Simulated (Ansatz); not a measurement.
**zincblende-structured NiO**

Computed with Ansatz (plane waves, PAW, 420 eV cutoff): PBEsol, scalar-relativistic, collinear spin, Γ-centred 12×12×12 mesh, 0.05 eV Gaussian smearing; PAW files: Ansatz's generated set soft_2.

```
CELL_PARAMETERS angstrom
0.00000 2.19877 2.19877
2.19877 0.00000 2.19877
2.19877 2.19877 0.00000
ATOMIC_POSITIONS crystal
Ni 0.00000 0.00000 0.00000
O 0.25000 0.25000 0.25000
```

This is a trial structure; measured cells of the compound in the Crystallography Open Database are in space group Fm-3m (rock salt).

Magnetic state: ferromagnetic, site spin moments Ni 1.31; O 0.33 μB.

The cell above was scaled in volume, its shape and atoms being fixed by the lattice's symmetry. Energies are counted from the cell above.

The cell is relaxed to zero pressure at this level.

| V (Å³/atom) | ΔE (meV/atom) | P from the stress (GPa) |
| --- | --- | --- |
| 10.205 | 9.52 | 7.51 |
| 10.418 | 2.30 | 3.54 |
| 10.630 | 0.00 | 0.04 |
| 10.843 | 2.05 | -3.08 |
| 11.055 | 8.07 | -5.86 |

**Question.** Do the energies and the pressures agree? Compare −ΔE/ΔV between neighbouring points (1 meV/Å³ = 0.1602 GPa) with the mean of their pressures.

**Answer.** 
```tsv
interval (Å³/atom)	−ΔE/ΔV (GPa)	mean P (GPa)
10.20 to 10.42	5.4	5.5
10.42 to 10.63	1.7	1.8
10.63 to 10.84	-1.5	-1.5
10.84 to 11.06	-4.5	-4.5
```
They differ by 0.08 GPa at most.

**Question.** What do the two routes give for V0, B0 and B0′?

**Answer.** A third-order Birch–Murnaghan fit of the energies: V0 = 10.63 Å³/atom, B0 = 165 GPa, B0′ = 4.4. A polynomial of P in ln V, with B = −dP/d ln V at P = 0: V0 = 10.63 Å³/atom, B0 = 165 GPa, B0′ = 5.0. B0′ isn't converged to its last digit.

The largest spin moment goes from 1.24 to 1.37 μB along the curve.

B0·V0 = 165.1 GPa × 10.63 Å³ = 10.96 eV/atom sets the scale: near the minimum ΔE ≈ ½ B0 V0 x², with x = V/V0 − 1, and a pressure of 1.7 GPa squeezes the volume by about 1 %. At the ends of the curve: x = −4.0 % predicts 8.9 meV/atom and the run gives 9.5; x = +4.0 % predicts 8.7 meV/atom and the run gives 8.1. The curve is steeper than the parabola on the compressed side and flatter on the expanded side: the bulk modulus rises with pressure.

The moment grows with the volume: wider spacing narrows the bands, and exchange then polarises them more fully.

The run wasn't fully tested for a lower electronic state. Site moments are of spin, integrated over atomic spheres. No antiparallel order was tried. The run is a metal.
